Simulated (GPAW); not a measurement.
Write an ASE script for GPAW 26.7.0 that does the following.

- Task: single point
- Functional: HSE03
- Potentials or basis: GPAW PAW data sets (gpaw-data 1.2.1)
- Cutoff: 450 eV
- Basis: pw
- k mesh: 4 × 4 × 4
- Occupations: fermi-dirac, width 0.05 eV
- Spin: no spin polarisation
- Maxiter: 60

The structure of InP lies in POSCAR:

```
InP
1.0
    0.0000000000      2.9305000000      2.9305000000
    2.9305000000      0.0000000000      2.9305000000
    2.9305000000      2.9305000000      0.0000000000
In P
1 1
Direct
    0.0000000000      0.0000000000      0.0000000000
    0.7500000000      0.7500000000      0.7500000000
```

One way to write it, as run:

run.py

```python
from ase.dft.bandgap import bandgap
from ase.io import read, write
from gpaw import GPAW, PW

atoms = read('POSCAR')

calc = GPAW(mode=PW(450),
            xc='HSE03',
            kpts={'size': (4, 4, 4), 'gamma': True},
            occupations={'name': 'fermi-dirac', 'width': 0.05},
            nbands=14,
            convergence={'density': 1e-05, 'energy': 1e-05},
            maxiter=60,
            txt='gpaw.txt')
atoms.calc = calc
energy = atoms.get_potential_energy()
forces = atoms.get_forces()
calc.write('gs.gpw')
write('result.traj', atoms)
print(f'Energy: {energy:.6f} eV')
print('Forces (eV/A):')
print(forces.round(4))
print('Fermi level:', round(calc.get_fermi_level(), 4), 'eV')
print(f'Gap: {bandgap(calc)[0]:.4f} eV, direct: {bandgap(calc, direct=True)[0]:.4f} eV')
```

Potentials or basis: GPAW PAW data sets (gpaw-data 1.2.1), pw.

Launch:

```bash
$ OMP_NUM_THREADS=1 python run.py
```

Results of the run:

The band gap on the k mesh is 1.50 eV, direct.

Caveat: the k mesh is coarse (spacing up to 0.46 Å⁻¹), so the values aren't converged, least of all with exact exchange; exact exchange converges slowly with the k mesh, and this mesh is small; the PAW data sets were made with another functional, which shifts forces and pressure a little; spin-orbit coupling is left out, which moves the levels of the heavy elements.

Run time: 33 min on 1 thread of Intel(R) Xeon(R) Platinum 8488C (Sapphire Rapids), with other jobs on the host, peak memory 0.32 GiB.
